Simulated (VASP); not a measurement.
## ZnS: what each functional gives, and what it costs

How far up the ladder of functionals must one climb to get the gap of ZnS right? The levels: LDA, PBE, r2SCAN, TB-mBJ, BLYP, HSE06, PBE-EpsX, r2SCANh, r2SCAN0 and HSEsol. Left out of this account: 1 further run (bands with local mBJ: VASP's path bands are not those of the converged potential at this level). LASPH is on for some levels and off for others; the table marks which. The start is a cell from a database of measured crystal structures.

Main program and level: VASP 6.6.1; LDA; plane waves and PAW (Zn, S), in the first sound run; inputs show where later runs differ.

The experiments to compare with:

For ZnS, zincblende (literature value, sample not described, 19 K), “Electronic, vibrational, and thermodynamic properties of ZnS (zincblende and rocksalt structure)” (2009, arxiv:0911.5022) quotes earlier work: band gap (direct gap E0 at Gamma) 3.85 eV [literature value at 19 K; includes electron-phonon renormalization, which the paper puts …].

Most raw output is cut from this account.

The database entry behind the starting cell differs from later determinations by our own check (about 0.1 % short), so it need not match the best structure at ambient conditions.

## (1) The structure

It takes space group F-43m (No. 216, cubic). The conventional cell has a = 5.404 Å, b = 5.404 Å, c = 5.404 Å, α = 90.00°, β = 90.00°, γ = 90.00°. Zn has 4 S at 2.34 Å nearest. S has 4 Zn at 2.34 Å nearest. Farther neighbours and most contacts between anions are not listed.

As a file:

```xyz
2
Lattice="0.0000 2.7020 2.7020 2.7020 0.0000 2.7020 2.7020 2.7020 0.0000" Properties=species:S:1:pos:R:3 pbc="T T T"
Zn    1.3510    1.3510    1.3510
S     0.0000    0.0000    0.0000
```

## (2) Bands with LDA

Levels along the symmetry lines show where the bands peak and cross; KPOINTS_OPT computes them in the converged potential. LDA, the lowest rung, knows the local density alone.

File INCAR:

```
SYSTEM = ZnS
PREC = Accurate
ENCUT = 400
EDIFF = 1E-06
NELM = 100
ISMEAR = 0
SIGMA = 0.02
LREAL = .FALSE.
ALGO = Normal
GGA = CA
NBANDS = 21
LORBIT = 11
LWAVE = .FALSE.
LCHARG = .FALSE.
KPAR = 4
```

File POSCAR:

```
ZnS
1.0
    0.0000000000      2.7020000000      2.7020000000
    2.7020000000      0.0000000000      2.7020000000
    2.7020000000      2.7020000000      0.0000000000
Zn S
1 1
Direct
    0.2500000000      0.2500000000      0.2500000000
    0.0000000000      0.0000000000      0.0000000000
```

File KPOINTS:

```
Automatic mesh
0
Gamma
5 5 5
0 0 0
```

File KPOINTS_OPT:

```
Line mode
16
Line-mode
Reciprocal
  0.00000000   0.00000000   0.00000000 GAMMA
  0.50000000   0.00000000   0.50000000 X

  0.50000000   0.00000000   0.50000000 X
  0.50000000   0.25000000   0.75000000 W

  0.50000000   0.25000000   0.75000000 W
  0.37500000   0.37500000   0.75000000 K

  0.37500000   0.37500000   0.75000000 K
  0.00000000   0.00000000   0.00000000 GAMMA

  0.00000000   0.00000000   0.00000000 GAMMA
  0.50000000   0.50000000   0.50000000 L

  0.50000000   0.50000000   0.50000000 L
  0.62500000   0.25000000   0.62500000 U

  0.62500000   0.25000000   0.62500000 U
  0.50000000   0.25000000   0.75000000 W

  0.50000000   0.25000000   0.75000000 W
  0.50000000   0.50000000   0.50000000 L

  0.50000000   0.50000000   0.50000000 L
  0.37500000   0.37500000   0.75000000 K

  0.62500000   0.25000000   0.62500000 U
  0.50000000   0.00000000   0.50000000 X
```

PAW data sets: Zn and S (PBE family, release 64).

On the command line:

```console
> mpirun -np 4 vasp_std
```

It took 21 s on 4 MPI ranks of AMD EPYC 7R43, shared host; peak memory 0.44 GiB.

The PAW data sets were made with PBE, though LDA sets exist; this is a small mismatch. At this level the cell is under a tension of 4.4 GPa, so at these settings it is away from equilibrium.

This step gave:

```yaml
scf_cycles: 12
electrons: 18
bands: 21
irreducible_k_points: 10
symmetry_operations: 24
free_energy_toten: -8.191 eV
fermi_energy: 2.061 eV
pressure: -4.380 GPa
metallic: no
least_gap_on_mesh_and_path: 1.877 eV
least_direct_gap_on_mesh_and_path: 1.877 eV
valence_top_at_k: 0, 0, 0
conduction_bottom_at_k: 0, 0, 0
least_direct_gap_at_k: 0, 0, 0
```

Electronic bands along the path, in eV, zero at the valence-band top; v1 is the highest filled band, c1 the lowest empty one:

| point | v4 | v3 | v2 | v1 | c1 | c2 | c3 | c4 |
| --- | --- | --- | --- | --- | --- | --- | --- | --- |
| Γ | -6.00 | 0.00 | 0.00 | 0.00 | 1.88 | 6.26 | 6.26 | 6.26 |
| 0.47 of the way | -5.96 | -2.45 | -1.15 | -1.15 | 4.25 | 4.51 | 8.19 | 8.19 |
| X | -5.77 | -4.67 | -2.26 | -2.26 | 3.18 | 3.90 | 10.72 | 11.78 |
| 0.47 of the way | -5.69 | -4.68 | -2.52 | -2.50 | 3.97 | 4.61 | 9.63 | 9.94 |
| W | -5.59 | -4.68 | -2.81 | -2.78 | 5.53 | 5.93 | 7.68 | 8.05 |
| 0.53 of the way | -5.62 | -4.70 | -3.10 | -2.19 | 4.55 | 5.86 | 8.40 | 8.92 |
| K | -5.64 | -4.72 | -3.19 | -1.84 | 3.93 | 5.83 | 9.20 | 9.67 |
| 0.53 of the way | -5.97 | -2.97 | -1.57 | -0.43 | 4.17 | 6.15 | 6.99 | 7.08 |
| Γ | -6.00 | 0.00 | 0.00 | 0.00 | 1.88 | 6.26 | 6.26 | 6.26 |
| 0.47 of the way | -6.00 | -2.68 | -0.43 | -0.43 | 3.26 | 6.61 | 6.86 | 6.86 |
| L | -5.79 | -5.40 | -0.88 | -0.88 | 3.10 | 6.80 | 6.80 | 8.62 |
| 0.47 of the way | -5.74 | -5.11 | -2.09 | -1.22 | 4.19 | 6.08 | 7.69 | 8.54 |
| U | -5.64 | -4.72 | -3.19 | -1.84 | 3.93 | 5.83 | 9.20 | 9.67 |
| 0.47 of the way | -5.62 | -4.70 | -3.10 | -2.19 | 4.55 | 5.86 | 8.40 | 8.92 |
| W | -5.59 | -4.68 | -2.81 | -2.78 | 5.53 | 5.93 | 7.68 | 8.05 |
| 0.53 of the way | -5.73 | -5.03 | -2.29 | -1.41 | 4.58 | 5.82 | 7.70 | 8.78 |
| L | -5.79 | -5.40 | -0.88 | -0.88 | 3.10 | 6.80 | 6.80 | 8.62 |
| 0.47 of the way | -5.74 | -5.11 | -2.09 | -1.22 | 4.19 | 6.08 | 7.69 | 8.54 |
| K | -5.64 | -4.72 | -3.19 | -1.84 | 3.93 | 5.83 | 9.20 | 9.67 |
| jump to U | -5.64 | -4.72 | -3.19 | -1.84 | 3.93 | 5.83 | 9.20 | 9.67 |
| 0.47 of the way | -5.71 | -4.68 | -2.69 | -2.13 | 3.54 | 4.51 | 10.04 | 10.85 |
| X | -5.77 | -4.67 | -2.26 | -2.26 | 3.18 | 3.90 | 10.72 | 11.78 |

Of the projections kept (Zn, S), the largest for each band there; the rest of the weight can lie on other orbitals:

| point | v4 | v3 | v2 | v1 | c1 | c2 | c3 | c4 |
| --- | --- | --- | --- | --- | --- | --- | --- | --- |
| Γ | Zn 1.00 | S 0.75 | S 0.75 | S 0.75 | Zn 0.51 | Zn 0.98 | Zn 0.98 | Zn 0.98 |
| X | Zn 0.97 | Zn 0.71 | S 0.71 | S 0.71 | Zn 0.78 | Zn 0.80 | S 0.79 | Zn 0.58 |
| W | Zn 0.97 | Zn 0.59 | S 0.70 | S 0.58 | S 0.60 | Zn 0.53 | Zn 0.76 | Zn 0.76 |
| K | Zn 0.97 | Zn 0.60 | S 0.61 | S 0.70 | Zn 0.78 | S 0.51 | S 0.63 | Zn 0.64 |
| Γ | Zn 1.00 | S 0.75 | S 0.75 | S 0.75 | Zn 0.51 | Zn 0.98 | Zn 0.98 | Zn 0.98 |
| L | Zn 0.98 | S 0.52 | S 0.72 | S 0.72 | Zn 0.70 | Zn 0.91 | Zn 0.91 | S 0.78 |

The gap is 1.88 eV, direct at Γ. The direct gap lies -1.97 eV from the measured 3.85 eV.

## (3) Bands with PBE

This step: PBE; plane waves and PAW (Zn, S) (VASP 6.6.1).

PBE, the usual starting point, adds the gradient of the density.

Edit INCAR of step 2 so:

```diff
@@ -9,3 +9,3 @@
 ALGO = Normal
-GGA = CA
+GGA = PE
 NBANDS = 21
```

POSCAR is that of step 2.

KPOINTS is that of step 2.

KPOINTS_OPT is that of step 2.

On the command line:

```console
> mpirun -np 4 vasp_std
```

The job ended after 24 s (4 MPI ranks; peak memory 0.5 GiB).

Numbers from this step:

```yaml
free_energy_toten: -6.833 eV
fermi_energy: 2.307 eV
pressure: 1.621 GPa
least_gap_on_mesh_and_path: 2.109 eV
least_direct_gap_on_mesh_and_path: 2.109 eV
```

Electronic bands along the path, in eV, zero at the valence-band top; v1 is the highest filled band, c1 the lowest empty one:

| point | v4 | v3 | v2 | v1 | c1 | c2 | c3 | c4 |
| --- | --- | --- | --- | --- | --- | --- | --- | --- |
| Γ | -5.85 | 0.00 | 0.00 | 0.00 | 2.11 | 6.39 | 6.39 | 6.39 |
| 0.47 of the way | -5.81 | -2.38 | -1.12 | -1.12 | 4.43 | 4.68 | 8.31 | 8.31 |
| X | -5.63 | -4.56 | -2.22 | -2.22 | 3.40 | 4.07 | 10.98 | 11.96 |
| 0.47 of the way | -5.55 | -4.57 | -2.47 | -2.45 | 4.17 | 4.76 | 9.82 | 10.11 |
| W | -5.44 | -4.59 | -2.75 | -2.72 | 5.70 | 6.03 | 7.87 | 8.24 |
| 0.53 of the way | -5.48 | -4.61 | -3.03 | -2.14 | 4.73 | 5.99 | 8.57 | 9.10 |
| K | -5.50 | -4.62 | -3.11 | -1.81 | 4.12 | 5.96 | 9.40 | 9.78 |
| 0.53 of the way | -5.82 | -2.89 | -1.53 | -0.42 | 4.34 | 6.33 | 7.14 | 7.20 |
| Γ | -5.85 | 0.00 | 0.00 | 0.00 | 2.11 | 6.39 | 6.39 | 6.39 |
| 0.47 of the way | -5.85 | -2.61 | -0.42 | -0.42 | 3.45 | 6.79 | 6.98 | 6.98 |
| L | -5.64 | -5.30 | -0.87 | -0.87 | 3.30 | 6.92 | 6.92 | 8.87 |
| 0.47 of the way | -5.59 | -5.01 | -2.03 | -1.20 | 4.36 | 6.24 | 7.80 | 8.73 |
| U | -5.50 | -4.62 | -3.11 | -1.81 | 4.12 | 5.96 | 9.40 | 9.78 |
| 0.47 of the way | -5.48 | -4.61 | -3.03 | -2.14 | 4.73 | 5.99 | 8.57 | 9.10 |
| W | -5.44 | -4.59 | -2.75 | -2.72 | 5.70 | 6.03 | 7.87 | 8.24 |
| 0.53 of the way | -5.58 | -4.93 | -2.23 | -1.39 | 4.74 | 6.00 | 7.83 | 8.95 |
| L | -5.64 | -5.30 | -0.87 | -0.87 | 3.30 | 6.92 | 6.92 | 8.87 |
| 0.47 of the way | -5.59 | -5.01 | -2.03 | -1.20 | 4.36 | 6.24 | 7.80 | 8.73 |
| K | -5.50 | -4.62 | -3.11 | -1.81 | 4.12 | 5.96 | 9.40 | 9.78 |
| jump to U | -5.50 | -4.62 | -3.11 | -1.81 | 4.12 | 5.96 | 9.40 | 9.78 |
| 0.47 of the way | -5.57 | -4.58 | -2.64 | -2.10 | 3.74 | 4.67 | 10.24 | 10.98 |
| X | -5.63 | -4.56 | -2.22 | -2.22 | 3.40 | 4.07 | 10.98 | 11.96 |

Of the projections kept (Zn, S), the largest for each band there; the rest of the weight can lie on other orbitals:

| point | v4 | v3 | v2 | v1 | c1 | c2 | c3 | c4 |
| --- | --- | --- | --- | --- | --- | --- | --- | --- |
| Γ | Zn 1.00 | S 0.75 | S 0.75 | S 0.75 | Zn 0.51 | Zn 0.98 | Zn 0.98 | Zn 0.98 |
| X | Zn 0.97 | Zn 0.71 | S 0.71 | S 0.71 | Zn 0.79 | Zn 0.80 | S 0.78 | Zn 0.59 |
| W | Zn 0.97 | Zn 0.58 | S 0.71 | S 0.58 | S 0.59 | Zn 0.53 | Zn 0.77 | Zn 0.78 |
| K | Zn 0.97 | Zn 0.59 | S 0.61 | S 0.70 | Zn 0.78 | S 0.51 | S 0.61 | Zn 0.64 |
| Γ | Zn 1.00 | S 0.75 | S 0.75 | S 0.75 | Zn 0.51 | Zn 0.98 | Zn 0.98 | Zn 0.98 |
| L | Zn 0.98 | S 0.53 | S 0.72 | S 0.72 | Zn 0.70 | Zn 0.91 | Zn 0.91 | S 0.77 |

The gap is 2.11 eV, direct at Γ. Against LDA that is +0.23 eV; the cost is about the same. The direct gap lies -1.74 eV from the measured 3.85 eV.

## (4) Bands with r2SCAN

This step: r2SCAN; plane waves and PAW (Zn, S) (VASP 6.6.1).

r2SCAN adds the kinetic-energy density, costs more than a GGA and is run with LASPH.

Edit INCAR of step 3 so:

```diff
@@ -9,3 +9,4 @@
 ALGO = Normal
-GGA = PE
+METAGGA = R2SCAN
+LASPH = .TRUE.
 NBANDS = 21
```

POSCAR is that of step 3.

KPOINTS is that of step 3.

KPOINTS_OPT is that of step 3.

On the command line:

```console
> mpirun -np 4 vasp_std
```

Wall time 2 min (4 MPI ranks); peak memory 0.49 GiB.

The PAW data sets were made with PBE, which is usual practice but a small mismatch for other functionals.

Electronic bands along the path, in eV, zero at the valence-band top; v1 is the highest filled band, c1 the lowest empty one:

| point | v4 | v3 | v2 | v1 | c1 | c2 | c3 | c4 |
| --- | --- | --- | --- | --- | --- | --- | --- | --- |
| Γ | -5.95 | 0.00 | 0.00 | 0.00 | 2.67 | 6.90 | 6.90 | 6.90 |
| 0.47 of the way | -5.92 | -2.36 | -1.15 | -1.15 | 4.94 | 5.12 | 8.90 | 8.90 |
| X | -5.74 | -4.62 | -2.28 | -2.28 | 3.72 | 4.48 | 11.76 | 12.82 |
| 0.47 of the way | -5.66 | -4.62 | -2.53 | -2.52 | 4.51 | 5.20 | 10.46 | 10.78 |
| W | -5.56 | -4.64 | -2.81 | -2.79 | 6.05 | 6.60 | 8.47 | 8.70 |
| 0.53 of the way | -5.59 | -4.66 | -3.10 | -2.19 | 5.12 | 6.47 | 9.14 | 9.67 |
| K | -5.61 | -4.68 | -3.19 | -1.85 | 4.51 | 6.44 | 9.97 | 10.41 |
| 0.53 of the way | -5.93 | -2.91 | -1.55 | -0.43 | 4.90 | 6.81 | 7.62 | 7.74 |
| Γ | -5.95 | 0.00 | 0.00 | 0.00 | 2.67 | 6.90 | 6.90 | 6.90 |
| 0.47 of the way | -5.95 | -2.62 | -0.43 | -0.43 | 3.99 | 7.30 | 7.50 | 7.50 |
| L | -5.76 | -5.40 | -0.89 | -0.89 | 3.81 | 7.39 | 7.39 | 9.41 |
| 0.47 of the way | -5.71 | -5.10 | -2.06 | -1.23 | 4.86 | 6.67 | 8.31 | 9.31 |
| U | -5.61 | -4.68 | -3.19 | -1.85 | 4.51 | 6.44 | 9.97 | 10.41 |
| 0.47 of the way | -5.59 | -4.66 | -3.10 | -2.19 | 5.12 | 6.47 | 9.14 | 9.67 |
| W | -5.56 | -4.64 | -2.81 | -2.79 | 6.05 | 6.60 | 8.47 | 8.70 |
| 0.53 of the way | -5.70 | -5.01 | -2.26 | -1.42 | 5.25 | 6.40 | 8.38 | 9.51 |
| L | -5.76 | -5.40 | -0.89 | -0.89 | 3.81 | 7.39 | 7.39 | 9.41 |
| 0.47 of the way | -5.71 | -5.10 | -2.06 | -1.23 | 4.86 | 6.67 | 8.31 | 9.31 |
| K | -5.61 | -4.68 | -3.19 | -1.85 | 4.51 | 6.44 | 9.97 | 10.41 |
| jump to U | -5.61 | -4.68 | -3.19 | -1.85 | 4.51 | 6.44 | 9.97 | 10.41 |
| 0.47 of the way | -5.68 | -4.63 | -2.71 | -2.15 | 4.08 | 5.09 | 10.93 | 11.70 |
| X | -5.74 | -4.62 | -2.28 | -2.28 | 3.72 | 4.48 | 11.76 | 12.82 |

Of the projections kept (Zn, S), the largest for each band there; the rest of the weight can lie on other orbitals:

| point | v4 | v3 | v2 | v1 | c1 | c2 | c3 | c4 |
| --- | --- | --- | --- | --- | --- | --- | --- | --- |
| Γ | Zn 1.00 | S 0.74 | S 0.74 | S 0.74 | Zn 0.51 | Zn 0.98 | Zn 0.98 | Zn 0.98 |
| X | Zn 0.97 | Zn 0.71 | S 0.71 | S 0.71 | Zn 0.79 | Zn 0.82 | S 0.77 | Zn 0.60 |
| W | Zn 0.97 | Zn 0.57 | S 0.71 | S 0.58 | S 0.58 | Zn 0.55 | Zn 0.77 | Zn 0.78 |
| K | Zn 0.97 | Zn 0.57 | S 0.61 | S 0.70 | Zn 0.79 | Zn 0.51 | S 0.60 | Zn 0.65 |
| Γ | Zn 1.00 | S 0.74 | S 0.74 | S 0.74 | Zn 0.51 | Zn 0.98 | Zn 0.98 | Zn 0.98 |
| L | Zn 0.98 | S 0.55 | S 0.72 | S 0.72 | Zn 0.71 | Zn 0.92 | Zn 0.92 | S 0.77 |

The gap is 2.67 eV, direct at Γ. Against LDA that is +0.79 eV; this run took 5.6 times the core time. The direct gap lies -1.18 eV from the measured 3.85 eV.

## (5) Bands with TB-mBJ

This step: TB-mBJ; plane waves and PAW (Zn, S) (VASP 6.6.1).

TB-mBJ is a local potential fitted to gaps: it costs far less than a hybrid but gives no energy.

Edit INCAR of step 4 so:

```diff
@@ -4,3 +4,3 @@
 EDIFF = 1E-06
-NELM = 100
+NELM = 150
 ISMEAR = 0
@@ -9,3 +9,3 @@
 ALGO = Normal
-METAGGA = R2SCAN
+METAGGA = MBJ
 LASPH = .TRUE.
```

POSCAR is that of step 4.

KPOINTS is that of step 4.

KPOINTS_OPT is that of step 4.

On the command line:

```console
> mpirun -np 4 vasp_std
```

Wall time 69 s (4 MPI ranks); peak memory 0.51 GiB.

This functional is a potential without an energy, so its energies, forces and stress mean nothing and are not read.

The electronic bands at the labelled points (eV, zero at the valence-band top; v1 is the highest filled band, c1 the lowest empty one):

| point | v4 | v3 | v2 | v1 | c1 | c2 | c3 | c4 |
| --- | --- | --- | --- | --- | --- | --- | --- | --- |
| Γ | -5.24 | 0.00 | 0.00 | 0.00 | 3.70 | 7.57 | 7.57 | 7.57 |
| 0.47 of the way | -5.21 | -1.96 | -0.99 | -0.99 | 5.69 | 5.95 | 9.42 | 9.43 |
| X | -5.07 | -3.99 | -2.01 | -2.01 | 4.57 | 5.30 | 12.20 | 13.48 |
| 0.47 of the way | -5.00 | -4.01 | -2.20 | -2.20 | 5.26 | 5.96 | 10.90 | 11.26 |
| W | -4.92 | -4.03 | -2.43 | -2.42 | 6.63 | 7.27 | 9.09 | 9.15 |
| 0.53 of the way | -4.95 | -4.05 | -2.68 | -1.91 | 5.85 | 7.10 | 9.63 | 10.14 |
| K | -4.97 | -4.07 | -2.76 | -1.63 | 5.31 | 7.06 | 10.35 | 10.83 |
| 0.53 of the way | -5.22 | -2.47 | -1.30 | -0.38 | 5.72 | 7.41 | 8.22 | 8.38 |
| Γ | -5.24 | 0.00 | 0.00 | 0.00 | 3.70 | 7.57 | 7.57 | 7.57 |
| 0.47 of the way | -5.24 | -2.21 | -0.37 | -0.37 | 4.89 | 7.90 | 8.12 | 8.12 |
| L | -5.09 | -4.77 | -0.78 | -0.78 | 4.73 | 7.95 | 7.95 | 10.13 |
| 0.47 of the way | -5.06 | -4.48 | -1.75 | -1.07 | 5.66 | 7.30 | 8.82 | 9.83 |
| U | -4.97 | -4.07 | -2.76 | -1.63 | 5.31 | 7.06 | 10.35 | 10.83 |
| 0.47 of the way | -4.95 | -4.05 | -2.68 | -1.91 | 5.85 | 7.10 | 9.63 | 10.14 |
| W | -4.92 | -4.03 | -2.43 | -2.42 | 6.63 | 7.27 | 9.09 | 9.15 |
| 0.53 of the way | -5.05 | -4.40 | -1.92 | -1.23 | 6.01 | 7.04 | 8.92 | 9.92 |
| L | -5.09 | -4.77 | -0.78 | -0.78 | 4.73 | 7.95 | 7.95 | 10.13 |
| 0.47 of the way | -5.06 | -4.48 | -1.75 | -1.07 | 5.66 | 7.30 | 8.82 | 9.83 |
| K | -4.97 | -4.07 | -2.76 | -1.63 | 5.31 | 7.06 | 10.35 | 10.83 |
| jump to U | -4.97 | -4.07 | -2.76 | -1.63 | 5.31 | 7.06 | 10.35 | 10.83 |
| 0.47 of the way | -5.02 | -4.01 | -2.36 | -1.89 | 4.90 | 5.84 | 11.36 | 12.11 |
| X | -5.07 | -3.99 | -2.01 | -2.01 | 4.57 | 5.30 | 12.20 | 13.48 |

Of the projections kept (Zn, S), the largest for each band there; the rest of the weight can lie on other orbitals:

| point | v4 | v3 | v2 | v1 | c1 | c2 | c3 | c4 |
| --- | --- | --- | --- | --- | --- | --- | --- | --- |
| Γ | Zn 1.00 | S 0.73 | S 0.73 | S 0.73 | Zn 0.50 | Zn 0.98 | Zn 0.98 | Zn 0.98 |
| X | Zn 0.97 | Zn 0.67 | S 0.72 | S 0.72 | Zn 0.79 | Zn 0.84 | S 0.74 | Zn 0.61 |
| W | Zn 0.97 | Zn 0.51 | S 0.72 | S 0.58 | S 0.54 | Zn 0.59 | Zn 0.76 | Zn 0.75 |
| K | Zn 0.97 | Zn 0.52 | S 0.61 | S 0.71 | Zn 0.80 | Zn 0.55 | S 0.58 | Zn 0.65 |
| Γ | Zn 1.00 | S 0.73 | S 0.73 | S 0.73 | Zn 0.50 | Zn 0.98 | Zn 0.98 | Zn 0.98 |
| L | Zn 0.98 | S 0.63 | S 0.72 | S 0.72 | Zn 0.71 | Zn 0.93 | Zn 0.93 | S 0.77 |

The gap is 3.70 eV, direct at Γ. Against LDA that is +1.82 eV; this run took 3.3 times the core time. The direct gap lies -0.15 eV from the measured 3.85 eV.

## (6) Bands with BLYP

This step: BLYP; plane waves and PAW (Zn, S) (VASP 6.6.1).

BLYP comes from molecular chemistry and underbinds dense solids.

File INCAR:

```
SYSTEM = ZnS
PREC = Accurate
ENCUT = 400
EDIFF = 1E-06
NELM = 100
ISMEAR = 0
SIGMA = 0.02
LREAL = .FALSE.
ALGO = Normal
GGA = B5
ALDAX = 1
AGGAX = 1
AGGAC = 1
ALDAC = 0
NBANDS = 21
LORBIT = 11
LWAVE = .FALSE.
LCHARG = .FALSE.
KPAR = 4
```

POSCAR is that of step 5.

KPOINTS is that of step 5.

KPOINTS_OPT is that of step 5.

On the command line:

```console
> mpirun -np 4 vasp_std
```

Elapsed: 26 s, on 4 MPI ranks; peak memory 0.49 GiB; 1.7 min of CPU time.

At this level the cell is under a pressure of 5.4 GPa, so at these settings it is away from equilibrium.

Electronic bands along the path, in eV, zero at the valence-band top; v1 is the highest filled band, c1 the lowest empty one:

| point | v4 | v3 | v2 | v1 | c1 | c2 | c3 | c4 |
| --- | --- | --- | --- | --- | --- | --- | --- | --- |
| Γ | -5.96 | 0.00 | 0.00 | 0.00 | 2.12 | 6.44 | 6.44 | 6.44 |
| 0.47 of the way | -5.92 | -2.39 | -1.11 | -1.11 | 4.45 | 4.77 | 8.34 | 8.34 |
| X | -5.73 | -4.58 | -2.19 | -2.19 | 3.56 | 4.12 | 11.02 | 11.96 |
| 0.47 of the way | -5.65 | -4.58 | -2.42 | -2.42 | 4.32 | 4.79 | 9.88 | 10.15 |
| W | -5.56 | -4.59 | -2.69 | -2.68 | 5.84 | 5.99 | 7.93 | 8.38 |
| 0.53 of the way | -5.59 | -4.60 | -2.97 | -2.11 | 4.82 | 6.02 | 8.64 | 9.20 |
| K | -5.61 | -4.61 | -3.06 | -1.78 | 4.22 | 6.01 | 9.50 | 9.82 |
| 0.53 of the way | -5.93 | -2.89 | -1.50 | -0.42 | 4.32 | 6.42 | 7.24 | 7.24 |
| Γ | -5.96 | 0.00 | 0.00 | 0.00 | 2.12 | 6.44 | 6.44 | 6.44 |
| 0.47 of the way | -5.96 | -2.60 | -0.42 | -0.42 | 3.46 | 6.86 | 7.03 | 7.03 |
| L | -5.75 | -5.24 | -0.86 | -0.86 | 3.32 | 7.00 | 7.00 | 9.01 |
| 0.47 of the way | -5.70 | -4.97 | -2.01 | -1.19 | 4.38 | 6.35 | 7.87 | 8.82 |
| U | -5.61 | -4.61 | -3.06 | -1.78 | 4.22 | 6.01 | 9.50 | 9.82 |
| 0.47 of the way | -5.59 | -4.60 | -2.97 | -2.11 | 4.82 | 6.02 | 8.64 | 9.20 |
| W | -5.56 | -4.59 | -2.69 | -2.68 | 5.84 | 5.99 | 7.93 | 8.38 |
| 0.53 of the way | -5.69 | -4.89 | -2.20 | -1.37 | 4.73 | 6.13 | 7.88 | 9.04 |
| L | -5.75 | -5.24 | -0.86 | -0.86 | 3.32 | 7.00 | 7.00 | 9.01 |
| 0.47 of the way | -5.70 | -4.97 | -2.01 | -1.19 | 4.38 | 6.35 | 7.87 | 8.82 |
| K | -5.61 | -4.61 | -3.06 | -1.78 | 4.22 | 6.01 | 9.50 | 9.82 |
| jump to U | -5.61 | -4.61 | -3.06 | -1.78 | 4.22 | 6.01 | 9.50 | 9.82 |
| 0.47 of the way | -5.67 | -4.58 | -2.59 | -2.06 | 3.87 | 4.72 | 10.30 | 11.01 |
| X | -5.73 | -4.58 | -2.19 | -2.19 | 3.56 | 4.12 | 11.02 | 11.96 |

Of the projections kept (Zn, S), the largest for each band there; the rest of the weight can lie on other orbitals:

| point | v4 | v3 | v2 | v1 | c1 | c2 | c3 | c4 |
| --- | --- | --- | --- | --- | --- | --- | --- | --- |
| Γ | Zn 1.00 | S 0.75 | S 0.75 | S 0.75 | Zn 0.53 | Zn 0.98 | Zn 0.98 | Zn 0.98 |
| X | Zn 0.97 | Zn 0.70 | S 0.72 | S 0.72 | Zn 0.79 | Zn 0.78 | S 0.78 | Zn 0.60 |
| W | Zn 0.97 | Zn 0.58 | S 0.71 | S 0.60 | S 0.58 | Zn 0.53 | Zn 0.77 | Zn 0.80 |
| K | Zn 0.97 | Zn 0.58 | S 0.63 | S 0.71 | Zn 0.77 | S 0.51 | S 0.61 | Zn 0.65 |
| Γ | Zn 1.00 | S 0.75 | S 0.75 | S 0.75 | Zn 0.53 | Zn 0.98 | Zn 0.98 | Zn 0.98 |
| L | Zn 0.98 | S 0.54 | S 0.73 | S 0.73 | Zn 0.70 | Zn 0.91 | Zn 0.91 | S 0.77 |

The gap is 2.12 eV, direct at Γ. Against LDA that is +0.24 eV; this run took 1.2 times the core time. The direct gap lies -1.73 eV from the measured 3.85 eV.

(Part 1 of 3 ends here.)

[Lines on the potential files, build, host, timing and source positions are cut from VASP's logs without a mark.]

[Logs are printed without paths, hosts, clocks, repeated set-up lines and the standing remarks that a program may print on its own settings, such as how far it seeks lower states.]

[Hosts, paths, dates, database ids (printed as entryN), source tags and the programs' standing remarks are cut or masked in the printed files.]

[A measured line is paired with the nearest computed mode of its activity, which favours agreement.]
